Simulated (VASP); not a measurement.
A run of VASP 6.6.1:

Contents of INCAR:

```
SYSTEM = Li2H5
PREC     = Accurate       ! precision mode
ENCUT    = 600            ! plane-wave cutoff, eV
EDIFF    = 1E-6           ! SCF threshold, eV
ISMEAR   = 0              ! smearing method
SIGMA    = 0.1            ! smearing width, eV
LREAL    = .False.        ! projectors in reciprocal space
LASPH    = .True.         ! aspherical terms in the spheres
NELM     = 100            ! most SCF steps
ALGO     = Fast           ! electronic algorithm
ISIF     = 3              ! what is computed and relaxed
LWAVE    = .False.        ! write WAVECAR
LCHARG   = .False.        ! write CHGCAR
GGA      = PE             ! functional
IBRION   = 2              ! ionic algorithm
NSW      = 90             ! ionic steps
EDIFFG   = -0.04          ! ionic threshold
```

The input KPOINTS:

```
regular mesh
0
Gamma
  9 9 9
  0 0 0
```

File POSCAR:

```
Li2H5
1.0
    1.3757607014      0.7942958113      6.0596591348
   -1.3757607014      0.7942958113      6.0596591348
    0.0000000000     -1.5885916226      6.0596591348
Li H
2 5
Direct
    0.0766899566      0.0766899566      0.0766899566
    0.9233100434      0.9233100434      0.9233100434
    0.2070186595      0.2070186595      0.2070186595
    0.7929813405      0.7929813405      0.7929813405
    0.3319483372      0.3319483372      0.3319483372
    0.6680516628      0.6680516628      0.6680516628
    0.5000000000      0.5000000000      0.5000000000
```

Potentials or basis: VASP PAW PBE potentials, release 64 (Li_sv, H).

Command:

```sh
$ cat potpaw_PBE.64/Li_sv/POTCAR potpaw_PBE.64/H/POTCAR > POTCAR
$ mpirun -np 1 vasp_std > vasp.out
```

Hardware: 1 thread of Intel(R) Xeon(R) Platinum 8488C (Sapphire Rapids), with other jobs on the host.

Q: Estimate the wall time of this run.

A: Run time: 6.6 min on 1 thread of Intel(R) Xeon(R) Platinum 8488C (Sapphire Rapids), on a shared host, peak memory 0.35 GiB. Counts: scf iterations 45, k points 85, ion steps 4.
